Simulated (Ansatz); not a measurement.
Every step of a relaxation of SnSe (NiAs type)

DFT, PBE, PAW with Ansatz's default frozen-core files, scalar-relativistic (Ansatz 0.2.0); a Γ-centred 10×10×6 k mesh, Fermi–Dirac smearing of 0.1 eV, no spin polarisation. The run relaxes cell and atoms at a target pressure of 0.004 GPa.

Command: `ansatz run input.yaml --threads 1 --pin off --max-ram 3584MiB --backend cpu --events-out ev --progress --plain --runs-dir out` It took 80 s on 1 thread of Arm Neoverse V2, on a shared host, peak memory 0.49 GiB.

PAW: frozen-core files, cutoff 420 eV; forces are relaxed below 0.005 eV/Å.

Each step lists its enthalpy F + pV a cell above the last geometry, the pressure, the cell vectors (Å), and Cartesian positions (Å) with forces (eV/Å).

The first step:

```
step 1  dH = 152.90 meV  P = 1.55 GPa
  cell 4.3615 0.0000 0.0000  -2.1808 3.7772 0.0000  0.0000 0.0000 6.7603
  Sn 0.0000 0.0000 0.0000   0.0000 0.0000 0.0000
  Sn 0.0000 0.0000 3.3802   0.0000 0.0000 0.0000
  Se 0.0000 2.5181 1.6901   0.0000 0.0000 0.0000
  Se 2.1808 1.2591 5.0703   0.0000 0.0000 0.0000
```

Spin–orbit coupling is left out, which matters for the heavy atoms.

Question: Where does the relaxation end, and by which steps?

Answer: After 5 geometries, with conventional a, b, c = 4.173, 4.173, 7.498 Å, at 28.265 Å³/atom (+1.52 % against the start) in space group P6_3/mmc, with a shortest distance of 3.052 Å. The further steps:
```
step 2  dH = 55.65 meV  P = -0.26 GPa
  cell 4.3309 0.0000 0.0000  -2.1654 3.7506 0.0000  0.0000 0.0000 7.0966
  Sn 0.0000 0.0000 0.0000   0.0000 0.0000 0.0000
  Sn 0.0000 0.0000 3.5483   0.0000 0.0000 0.0000
  Se 0.0000 2.5004 1.7742   0.0000 0.0000 0.0000
  Se 2.1654 1.2502 5.3225   0.0000 0.0000 0.0000
step 3  dH = 4.21 meV  P = -0.35 GPa
  cell 4.2182 0.0000 0.0000  -2.1091 3.6531 0.0000  0.0000 0.0000 7.4270
  Sn 0.0000 0.0000 0.0000   0.0000 0.0000 0.0000
  Sn 0.0000 0.0000 3.7135   0.0000 0.0000 0.0000
  Se 0.0000 2.4354 1.8567   0.0000 0.0000 0.0000
  Se 2.1091 1.2177 5.5702   0.0000 0.0000 0.0000
step 4  dH = 0.12 meV  P = -0.09 GPa
  cell 4.1718 0.0000 0.0000  -2.0859 3.6129 0.0000  0.0000 0.0000 7.5127
  Sn 0.0000 0.0000 0.0000   0.0000 0.0000 0.0000
  Sn 0.0000 0.0000 3.7564   0.0000 0.0000 0.0000
  Se 0.0000 2.4086 1.8782   0.0000 0.0000 0.0000
  Se 2.0859 1.2043 5.6346   0.0000 0.0000 0.0000
step 5  dH = 0.00 meV  P = 0.00 GPa
  cell 4.1726 0.0000 0.0000  -2.0863 3.6136 0.0000  0.0000 0.0000 7.4984
  Sn 0.0000 0.0000 0.0000   0.0000 0.0000 0.0000
  Sn 0.0000 0.0000 3.7492   0.0000 0.0000 0.0000
  Se 0.0000 2.4091 1.8746   0.0000 0.0000 0.0000
  Se 2.0863 1.2045 5.6238   0.0000 0.0000 0.0000
step 6  dH = -0.73 meV  P = 0.01 GPa  (same geometry on a basis chosen anew; earlier energies don't compare to the last digit)
  cell 4.1726 0.0000 0.0000  -2.0863 3.6136 0.0000  0.0000 0.0000 7.4984
  Sn 0.0000 0.0000 0.0000   0.0000 0.0000 0.0000
  Sn 0.0000 0.0000 3.7492   0.0000 0.0000 0.0000
  Se 0.0000 2.4091 1.8746   0.0000 0.0000 0.0000
  Se 2.0863 1.2045 5.6238   0.0000 0.0000 0.0000
```
